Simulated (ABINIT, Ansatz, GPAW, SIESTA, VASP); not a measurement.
# SnSe2: 5 runs at one level of theory

```xyz
3
Lattice="3.8110 0.0000 0.0000 -1.9055 3.3004 0.0000 0.0000 0.0000 6.1360" Properties=species:S:1:pos:R:3 pbc="T T T"
Sn   -0.0040   -0.0133   -0.0115
Se    1.8972    1.1299    4.5987
Se   -0.0040    2.2062    1.5534
```

Atoms were shifted at random by some hundredths of an Å from the given cell, which wasn't relaxed again for these runs.

Alike in all runs: task single point; functional PBEsol; k mesh 8 × 8 × 5; occupations fermi-dirac, width 0.05 eV; no spin polarisation; no spin-orbit coupling. Pressure is positive in compression and, in plane waves, holds the error of the finite cutoff.

| program and potentials | plane-wave cutoff (eV) | notes | pressure (GPa) | largest force (eV/Å) | energy over the undisturbed cell (meV/atom) |
| --- | --- | --- | --- | --- | --- |
| SIESTA, files PseudoDojo sr-pbesol-0.4.1-standard, DZP (energy shift 0.003 Ry; two zetas on semicore shells) | - | atomic basis; 15.33 valence electrons an atom on average | 4.19 | 0.983 | -7.72 |
| Ansatz, all-electron LAPW, scalar-relativistic | - | - | 1.85 | 0.609 | - |
| GPAW, PAW data sets generated for this functional | 600 | 8.67 valence electrons an atom on average | 1.66 | 0.588 | -3.34 |
| VASP, PBE PAW files Se, Sn_d, 520 eV | 520 | potentials made for PBE; 8.67 valence electrons an atom on average | 1.97 | 0.633 | - |
| ABINIT, PseudoDojo NC SR PBEsol v0.4.1 standard | 1170 | 15.33 valence electrons an atom on average | 2.07 | 0.641 | - |

Force on atom 2 (Se), eV/Å:

| program and potentials | x | y | z |
| --- | --- | --- | --- |
| SIESTA, files PseudoDojo sr-pbesol-0.4.1-standard, DZP (energy shift 0.003 Ry; two zetas on semicore shells) | 0.017 | -0.195 | -0.963 |
| Ansatz, all-electron LAPW, scalar-relativistic | 0.016 | -0.168 | -0.585 |
| GPAW, PAW data sets generated for this functional | 0.016 | -0.168 | -0.563 |
| VASP, PBE PAW files Se, Sn_d, 520 eV | 0.016 | -0.169 | -0.610 |
| ABINIT, PseudoDojo NC SR PBEsol v0.4.1 standard | 0.016 | -0.171 | -0.617 |

The pressure spans 1.66 (GPAW, PAW data sets generated for this functional) to 4.19 GPa (SIESTA, files PseudoDojo sr-pbesol-0.4.1-standard, DZP (energy shift 0.003 Ry; two zetas on semicore shells)), with all-electron results at 1.85. Rows in atomic bases carry the error of their basis and grid, which can be large.

Differences between rows come from potentials, basis sets and numerical settings, since the functional is the same but for its coding. Runs on potential files found faulty are left out.

The negative energies show that the random shift moved the atoms downhill, so the given cell isn't a minimum along this displacement. This needn't signal a lattice instability. The force on the second atom points mainly along the layer normal, away from its own tin plane and into the van der Waals gap, which suggests that the selenium layers sit too close to tin for this functional. The restoring force probably comes from the stiff, polar covalent Sn-Se bonds, since the contacts across the gap are much softer.

SIESTA and ABINIT use the same pseudopotential family, yet their normal forces are -0.963 and -0.617 eV/Å. The excess in SIESTA therefore points to its orbital basis or real-space grid rather than to the potentials. The other four rows agree closely on the force, which supports the outward relaxation of selenium. The positive pressures favour expansion of the cell, but a single scalar can't tell whether the strain lies in the plane or along the stacking axis.
